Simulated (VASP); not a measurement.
# SnSe2 (P-1) in VASP: single point with PBE

Aim: the single point of SnSe2 with PBE.

All numbers are computed with VASP 6.6.1; they aren't measurements. Logs are shortened: lines on timing, memory, paths and dates and some standing lists are left out, and cuts for length are marked.

**1. The cell of the first run**

The typed cell holds 3 atoms: a = 3.825 Å, b = 3.792 Å, c = 6.227 Å, α = 90.00°, β = 90.00°, γ = 119.15°.

The cell was built by a generator and needn't be a form met in nature.

**2. Single point, PBE (shear_xy strain +2.0%)**

Input file INCAR:

```
SYSTEM = SnSe2
  PREC = Accurate
  ENCUT = 520
  EDIFF = 1E-7
  ISMEAR = -1
  SIGMA = 0.02
  LREAL = .FALSE.
  LASPH = .TRUE.
  NELM = 100
  ALGO = Fast
  ISIF = 2
  LWAVE = .FALSE.
  LCHARG = .FALSE.
  GGA = PE
  NBANDS = 20
```

Input file KPOINTS:

```
Automatic mesh
0
G
  12 12 4
  0 0 0
```

Input file POSCAR:

```
SnSe2
1.0
    3.8251493193      0.0378689783      0.0000000000
   -1.8797791625      3.2937419946      0.0000000000
    0.0000000000      0.0000000000      6.2270792392
Sn Se
1 2
Direct
    0.0000000000      0.0000000000      0.0000000000
    0.3340695357      0.6666133238      0.2531065131
    0.6659304643      0.3333866762      0.7468934869
```

Potentials or basis: VASP PAW PBE potentials, release 64 (Sn_d, Se).

The run is started by

```sh
$ cat potpaw_PBE.64/Sn_d/POTCAR potpaw_PBE.64/Se/POTCAR > POTCAR
$ mpirun -np 1 vasp_std > vasp.out
```

OUTCAR:

```text
SYSTEM = SnSe2
   PREC = Accurate
   ENCUT = 520
   EDIFF = 1E-7
   ISMEAR = -1
   LREAL = .FALSE.
   LASPH = .TRUE.
   NELM = 100
   ISIF = 2
   GGA = PE

 ion  position               nearest neighbor table
   1  0.000  0.000  0.000-   2 2.70   3 2.70   2 2.71   3 2.71   3 2.73   2 2.73
   2  0.334  0.667  0.253-   1 2.70   1 2.71   1 2.73
   3  0.666  0.333  0.747-   1 2.70   1 2.71   1 2.73

  Warning from LATTYP: Monoclinic adjustment (A1->A3, A2->A1, A3->A2)!
  LATTYP: Found a simple monoclinic cell.
 ALAT       =     3.7924010899
 B/A-ratio  =     1.6419885691
 C/A-ratio  =     1.0086846500
 COS(beta)  =    -0.4870477987

  Lattice vectors:

 A1 = (  -1.8797791625,   3.2937419946,   0.0000000000)
 A2 = (   0.0000000000,   0.0000000000,   6.2270792392)
 A3 = (   3.8251493193,   0.0378689783,   0.0000000000)

Analysis of symmetry for initial positions (statically):
=====================================================================
 Subroutine PRICEL returns:
 Original cell was already a primitive cell.

 Routine SETGRP: Setting up the symmetry group for a
 simple monoclinic supercell.

 Subroutine GETGRP returns: Found  2 space group operations
 (whereof  2 operations were pure point group operations)
 out of a pool of  4 trial point group operations.

The static configuration has the point symmetry S_2 .

Analysis of symmetry for dynamics (positions and initial velocities):
=====================================================================
 Subroutine PRICEL returns:
 Original cell was already a primitive cell.

 Routine SETGRP: Setting up the symmetry group for a
 simple monoclinic supercell.

 Subroutine GETGRP returns: Found  2 space group operations
 (whereof  2 operations were pure point group operations)
 out of a pool of  4 trial point group operations.

The dynamic configuration has the point symmetry S_2 .

 Subroutine INISYM returns: Found  2 space group operations
 (whereof  2 operations are pure point group operations),
 and found     1 'primitive' translations

----------------------------------------------------------------------------------------

                                     Primitive cell

  volume of cell :      78.8986

  direct lattice vectors                    reciprocal lattice vectors
     3.825149319  0.037868978  0.000000000     0.259958922  0.148361761  0.000000000
    -1.879779162  3.293741995  0.000000000    -0.002988813  0.301900299  0.000000000
     0.000000000  0.000000000  6.227079239     0.000000000  0.000000000  0.160588931

  length of vectors
     3.825336766  3.792401090  6.227079239     0.299315641  0.301915093  0.160588931

  position of ions in fractional coordinates (direct lattice)
     0.000000000  0.000000000  0.000000000
     0.334069536  0.666613324  0.253106513
     0.665930464  0.333386676  0.746893487

  ion indices of the primitive-cell ions
   primitive index   ion index
                 1           1
                 2           2
                 3           3

----------------------------------------------------------------------------------------

 KPOINTS: Automatic mesh

Automatic generation of k-mesh.
 Grid dimensions read from file:
 generate k-points for:   12   12    4

 Generating k-lattice:

  Cartesian coordinates                     Fractional coordinates (reciprocal lattice)
     0.021663243  0.012363480  0.000000000     0.083333333  0.000000000  0.000000000
    -0.000249068  0.025158358  0.000000000     0.000000000  0.083333333  0.000000000
     0.000000000  0.000000000  0.040147233     0.000000000  0.000000000  0.250000000

  Length of vectors
     0.024942970  0.025159591  0.040147233

  Shift w.r.t. Gamma in fractional coordinates (k-lattice)
     0.000000000  0.000000000  0.000000000

 Subroutine IBZKPT returns following result:
 ===========================================

 Found    292 irreducible k-points:

 Following reciprocal coordinates:
            Coordinates               Weight
  0.000000  0.000000  0.000000      1.000000
  0.083333  0.000000  0.000000      2.000000
  0.166667 -0.000000  0.000000      2.000000
  0.250000  0.000000  0.000000      2.000000
  0.333333  0.000000  0.000000      2.000000
  0.416667 -0.000000  0.000000      2.000000
[... 16 lines left out ...]
  0.250000  0.166667  0.000000      2.000000
  0.333333  0.166667  0.000000      2.000000
 [... further k-points ...]
   k-points           NKPTS =    292   k-points in BZ     NKDIM =    292   number of bands    NBANDS=     20
   number of dos      NEDOS =    301   number of ions     NIONS =      3
   total plane-waves  NPLWV =  37632
   dimension x,y,z NGX =    28 NGY =   28 NGZ =   48
   dimension x,y,z NGXF=    56 NGYF=   56 NGZF=   96
   ions per type =               1   2
   NGX,Y,Z   is equivalent  to a cutoff of  12.17, 12.27, 12.81 a.u.
   NGXF,Y,Z  is equivalent  to a cutoff of  24.34, 24.55, 25.63 a.u.
 SYSTEM =  SnSe2
   PREC   = accura    normal or accurate (medium, high low for compatibility)
   ISTART =      0    job   : 0-new  1-cont  2-samecut
   ICHARG =      2    charge: 1-file 2-atom 10-const
   ISPIN  =      1    spin polarized calculation?
   LNONCOLLINEAR =      F non collinear calculations
   LSORBIT =      F    spin-orbit coupling
   LASPH  =      T    aspherical Exc in radial PAW
   ENCUT  =  520.0 eV  38.22 Ry    6.18 a.u.   7.11  7.05 11.58*2*pi/ulx,y,z
   NELM   =    100;   NELMIN=  2; NELMDL= -5     # of ELM steps
   EDIFF  = 0.1E-06   stopping-criterion for ELM
   LREAL  =      F    real-space projection
   EDIFFG = 0.1E-05   stopping-criterion for IOM
   NSW    =      0    number of steps for IOM
   IBRION =     -1    ionic relax: 0-MD 1-quasi-New 2-CG
   NFREE  =      0    steps in history (QN), initial steepest desc. (CG)
   ISIF   =      2    stress and relaxation
   ISYM   =      2    0-nonsym 1-usesym 2-fastsym
   POTIM  = 0.5000    time-step for ionic-motion
   TEBEG  =    0.0;   TEEND  =   0.0 temperature during run
   PSTRESS=    0.0 pullay stress
   NELECT =      26.0000    total number of electrons
   NUPDOWN=      -1.0000    fix difference up-down
   EMIN   =  10.00;   EMAX   =-10.00  energy-range for DOS
   EFERMI =   0.00;   METHOD = LEGACY
   ISMEAR =    -1;   SIGMA  =   0.02  broadening in eV -4-tet -1-fermi 0-gaus
   EFERMI_NEDOS =   21; number of points for ismear=-14 and -15
   IALGO  =     68    algorithm
   IMIX   =      4    mixing-type and parameters
     AMIX     =   0.40;   BMIX     =  1.00
     AMIX_MAG =   1.60;   BMIX_MAG =  1.00
  volume/ion in A,a.u.               =      26.30       177.48
  Fermi-wavevector in a.u.,A,eV,Ry     =   1.130775  2.136855 17.397118  1.278652
  Thomas-Fermi vector in A             =   2.267472
   LORBIT       =      0    0 simple, 1 ext, 2 COOP (PROOUT), +10 PAW based schemes
   GGA     = PE    functional components
   LHFCALC =     F    Hartree Fock is set to
   AEXX    =    0.0000 exact exchange contribution
   IVDW    =     0    specifies the selected vdW correction
   LEPSILON=     F    determine dielectric tensor
   LRPA    =     F    only Hartree local field effects (RPA)
 non-spin polarized calculation
 RMM-DIIS sequential band-by-band and
  energy-cutoff  :      520.00
  volume of cell :       78.90
 maximum number of plane-waves:      2148
   NGX = 15   NGY = 15   NGZ = 23

 number of electron      25.9999999 magnetization

 Free energy of the ion-electron system (eV)
  ---------------------------------------------------
  ext. energy  EPLUGINS =         0.00000000
  ---------------------------------------------------
  free energy    TOTEN  =       -11.82055692 eV

  energy without entropy =      -11.82055692  energy(sigma->0) =      -11.82055692

 E-fermi :   4.2911     XC(G=0):  -9.3752

 val. band max:        3.9689530610   @ k =   0.0833   0.0833   0.0000
 cond. band min:       4.6096826112   @ k =   0.5000   0.5000   0.2500
 fundamental gap:      0.6407295502
 Fermi energy:         4.2911344005

 k-point     1 :       0.0000    0.0000    0.0000
  band No.  band energies     occupation
      1     -17.2894      2.00000
      2     -17.2821      2.00000
      3     -17.2487      2.00000
      4     -17.2396      2.00000
      5     -17.2346      2.00000
      6      -9.8317      2.00000
[... 12 lines left out ...]
     19      12.7942      0.00000
     20      13.1474      0.00000

 k-point     2 :       0.0833    0.0000    0.0000
  band No.  band energies     occupation
      1     -17.2920      2.00000
      2     -17.2800      2.00000
      3     -17.2467      2.00000
      4     -17.2397      2.00000
      5     -17.2361      2.00000
      6      -9.7655      2.00000
[... 12 lines left out ...]
     19      12.2524      0.00000
     20      13.2145      0.00000

 k-point     3 :       0.1667   -0.0000    0.0000
  band No.  band energies     occupation
      1     -17.3001      2.00000
      2     -17.2741      2.00000
      3     -17.2431      2.00000
      4     -17.2400      2.00000
      5     -17.2369      2.00000
      6      -9.5713      2.00000
[... 12 lines left out ...]
     19      12.1779      0.00000
     20      13.3303      0.00000

 k-point     4 :       0.2500    0.0000    0.0000
  band No.  band energies     occupation
      1     -17.3122      2.00000
      2     -17.2680      2.00000
      3     -17.2477      2.00000
      4     -17.2346      2.00000
      5     -17.2315      2.00000
      6      -9.2647      2.00000
[... 429 lines left out ...]
 k-point    23 :       0.2500    0.1667    0.0000
  band No.  band energies     occupation
      1     -17.3176      2.00000
      2     -17.2746      2.00000
      3     -17.2463      2.00000
      4     -17.2358      2.00000
      5     -17.2194      2.00000
      6      -8.7227      2.00000
[... 12 lines left out ...]
     19      11.5250      0.00000
     20      13.9499      0.00000

 k-point    24 :       0.3333    0.1667    0.0000
  band No.  band energies     occupation
      1     -17.3234      2.00000
      2     -17.2755      2.00000
      3     -17.2484      2.00000
      4     -17.2294      2.00000
      5     -17.2170      2.00000
      6      -8.3534      2.00000
[... 12 lines left out ...]
     19      12.5668      0.00000
     20      13.9208      0.00000

 [... further k-points ...]

------------------------ aborting loop because EDIFF is reached ----------------------------------------

  FORCE on cell =-STRESS in cart. coord.  units (eV):
  Direction    XX          YY          ZZ          XY          YZ          ZX
  --------------------------------------------------------------------------------------
  -------------------------------------------------------------------------------------
  Total        1.4329916      1.4525505      1.5188714     -0.3675021      0.0002732      0.0346216
  in kB       29.0994641     29.4966431     30.8434062     -7.4627885      0.0055485      0.7030543
  external PRESSURE =      29.8131712 kB  Pullay stress =       0.0000000 kB

 VOLUME and BASIS-vectors are now :
 -----------------------------------------------------------------------------
  energy-cutoff  :      520.00
  volume of cell :       78.90
      direct lattice vectors                 reciprocal lattice vectors
     3.825149319  0.037868978  0.000000000     0.259958922  0.148361761  0.000000000
    -1.879779162  3.293741995  0.000000000    -0.002988813  0.301900299  0.000000000
     0.000000000  0.000000000  6.227079239     0.000000000  0.000000000  0.160588931

 POSITION                                       TOTAL-FORCE (eV/Angst)
 -----------------------------------------------------------------------------------
      0.00000      0.00000      0.00000         0.000000     -0.000000      0.000000
      0.02478      2.20830      1.57611         0.009459      0.000063      0.274199
      1.92059      1.12331      4.65096        -0.009459     -0.000063     -0.274199
 -----------------------------------------------------------------------------------
    total drift:                                0.000000      0.000000      0.000000

  FREE ENERGIE OF THE ION-ELECTRON SYSTEM (eV)
  ---------------------------------------------------
  free  energy   TOTEN  =       -11.8205569178 eV

  energy  without entropy=      -11.8205569166  energy(sigma->0) =      -11.82055692
```

Wall time 2.9 min (1 thread of Intel Xeon 6975P-C (Granite Rapids), shared host); peak memory 0.53 GiB.

What came out:

```
Free energy            : -11.8206 eV
Pressure               : 3.0 GPa
Largest force          : 0.274 eV/Å
Band gap on the k mesh : 0.64 eV, indirect (least direct gap 1.12 eV)
```

Forces in eV/Å, atoms in the order of the input:
```
Sn   0.000  0.000  0.000
Se   0.009  0.000  0.274
Se  -0.009  0.000 -0.274
```

Levels at points of the mesh, in eV from the valence-band top:
| k point | band 9 | band 10 | band 11 | band 12 | band 13 | band 14 | band 15 | band 16 | band 17 | band 18 |
| --- | --- | --- | --- | --- | --- | --- | --- | --- | --- | --- |
| (0.00, 0.00, 0.00) | -0.65 | -0.55 | -0.38 | -0.28 | -0.14 | 0.98 | 3.02 | 4.54 | 4.72 | 8.01 |
| (0.50, 0.00, 0.00) | -4.35 | -2.96 | -2.39 | -1.29 | -0.22 | 1.23 | 3.84 | 5.37 | 5.40 | 6.82 |
| (0.00, 0.50, 0.00) | -4.35 | -2.92 | -2.49 | -1.28 | -0.30 | 1.12 | 3.72 | 5.29 | 5.35 | 6.85 |
| (0.50, 0.50, 0.00) | -4.35 | -2.87 | -2.60 | -1.27 | -0.37 | 1.02 | 3.61 | 5.19 | 5.33 | 6.87 |
| (0.00, 0.00, 0.50) | -2.12 | -0.74 | -0.64 | -0.22 | -0.12 | 2.41 | 2.94 | 4.28 | 4.46 | 7.90 |
| (0.50, 0.00, 0.50) | -4.79 | -2.22 | -2.03 | -0.84 | -0.61 | 0.75 | 4.18 | 4.74 | 5.76 | 6.19 |
| (0.00, 0.50, 0.50) | -4.80 | -2.33 | -2.01 | -0.86 | -0.69 | 0.71 | 4.14 | 4.70 | 5.77 | 6.10 |
| (0.50, 0.50, 0.50) | -4.80 | -2.43 | -2.00 | -0.88 | -0.77 | 0.66 | 4.08 | 4.67 | 5.78 | 6.02 |

Caveat: spin-orbit coupling is left out, which moves the levels of the heavy elements.
